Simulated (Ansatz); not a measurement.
## CuCl2 in Ansatz: the effect of functional

Crystal: CuCl2.

```
CELL_PARAMETERS angstrom
4.45955 0.00000 0.00000
0.00000 4.45955 0.00000
0.00000 0.00000 4.25936
ATOMIC_POSITIONS crystal
Cu 0.00000 0.00000 0.00000
Cl 0.00000 0.50000 0.00000
Cl 0.50000 0.00000 0.00000
```

Measurements of this composition are mostly on another form, of space group No. 12.

The cell isn't the ideal one: volume scaled by 0.96.

Alike in all runs:

- Program: Ansatz 0.2.0
- Task: single point
- Potentials or basis: Ansatz PAW
- k mesh: 6 × 6 × 6
- Occupations: fermi-dirac, width 0.05 eV
- Spin: no spin polarisation

Task: One run gave: pressure 0.8 GPa. Which functional did it use?
A. PBEsol
B. LDA
C. r2SCAN

Result: C.

| functional | cutoff | pressure (GPa) |
| --- | --- | --- |
| LDA | 420 eV (not typed: the program's choice for these potentials) | -2.0 |
| PBEsol | 420 eV (not typed: the program's choice for these potentials) | -0.2 |
| r2SCAN | 500 eV (not typed: the program's choice for these potentials) | 0.8 |

Caveats: an odd number of electrons without spin polarisation forces a metal; a magnetic or distorted state may lie lower; the run has no spin polarisation, though such a crystal can be magnetic; the PAW data sets come from PBE, with cores solved anew for the run's functional, which leaves a small shift of forces and pressure; this functional lacks dispersion, which binds the layers, so the pressure and a relaxed spacing across them are unreliable (some runs).
